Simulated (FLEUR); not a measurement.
# BaTiO3: band structure with r2SCAN

The system is BaTiO3.

```xyz
5
Lattice="3.9998 0.0000 0.0000 0.0000 3.9998 0.0000 0.0000 0.0000 4.0180" Properties=species:S:1:pos:R:3 pbc="T T T"
Ba    0.0000    0.0000    0.0000
Ti    1.9999    1.9999    1.9688
O     0.0000    1.9999    2.0773
O     1.9999    0.0000    2.0773
O     1.9999    1.9999    0.0763
```

```json
{"Program": "FLEUR MaX-R8.1 (later development tree)", "Task": "band structure", "Functional": "r2SCAN", "Potentials or basis": "all-electron", "Basis": "FLAPW", "Kmax": "5.21 1/bohr", "k mesh": "7 × 7 × 7", "Occupations": "fermi-dirac, width 0.05 eV", "Spin": "no spin polarisation", "Gmax": "16.2 1/bohr", "Muffin-tin radii": "Ba 2.59, Ti 1.88, O 1.44 bohr", "lmax": "Ba 10, Ti 8, O 8", "lnonsphr": "Ba 10, Ti 8, O 8", "Local orbitals a species": "Ba 6, Ti 5, O 3", "Max iterations": "80", "Mixing factor": "0.05", "Mixer": "Anderson", "Mixer history": "30", "Density convergence": "0.0001 me/bohr^3"}
```

The band gap on the k mesh is 2.26 eV, indirect (least direct gap 2.43 eV) and the band gap along the path is 2.16 eV, indirect (least direct gap 2.43 eV). The valence electrons inside the program's atomic spheres are Ba 17.32; Ti 9.05; O 4.67 (radii Ba 2.59, Ti 1.88, O 1.44 bohr).

Levels at the corners of the path, in eV from the valence-band top:
```
point  band 23  band 24  band 25  band 26  band 27  band 28
    Γ    -0.30    -0.27    -0.27     2.16     2.37     2.37
    X    -1.71    -0.95    -0.85     2.47     3.84     3.87
    M    -0.96    -0.96    -0.05     3.89     3.89     4.31
    Γ    -0.30    -0.27    -0.27     2.16     2.37     2.37
    Z    -1.90    -0.71    -0.71     2.28     3.90     3.90
    R    -0.89    -0.87    -0.14     3.87     3.92     4.30
    A    -0.09    -0.09     0.00     4.53     4.53     4.53
    Z    -1.90    -0.71    -0.71     2.28     3.90     3.90
    X    -1.71    -0.95    -0.85     2.47     3.84     3.87
    R    -0.89    -0.87    -0.14     3.87     3.92     4.30
    M    -0.96    -0.96    -0.05     3.89     3.89     4.31
    A    -0.09    -0.09     0.00     4.53     4.53     4.53
```

Core levels (eV from the Fermi level):
```
atom                                                                                                                                                                          levels
1 Ba  1s1/2 -37222.7, 2s1/2 -5873.4, 2p1/2 -5531.2, 2p3/2 -5149.5, 3s1/2 -1232.5, 3p1/2 -1089.0, 3p3/2 -1015.2, 4s1/2 -234.2, 3d3/2 -763.9, 3d5/2 -748.2, 4p1/2 -182.1, 4p3/2 -166.7
2 Ti                                                                                                                         1s1/2 -4863.2, 2s1/2 -531.9, 2p1/2 -442.8, 2p3/2 -437.1
 3 O                                                                                                                                                                    1s1/2 -503.6
 4 O                                                                                                                                                                    1s1/2 -503.6
 5 O                                                                                                                                                                    1s1/2 -503.7
```

Wall time 25 min on 1 thread of Arm Neoverse V1, with other jobs on the host, peak memory 0.2 GiB.

Caveat: the meta-GGA is that of a development version, with a GGA for the radial functions and cores and without core tails; spin-orbit coupling is left out, which moves the levels of the heavy elements; the mesh misses the band edges, which the band path finds closer together. r2SCAN opens gaps a little over a GGA but as a rule still falls short of measured ones.
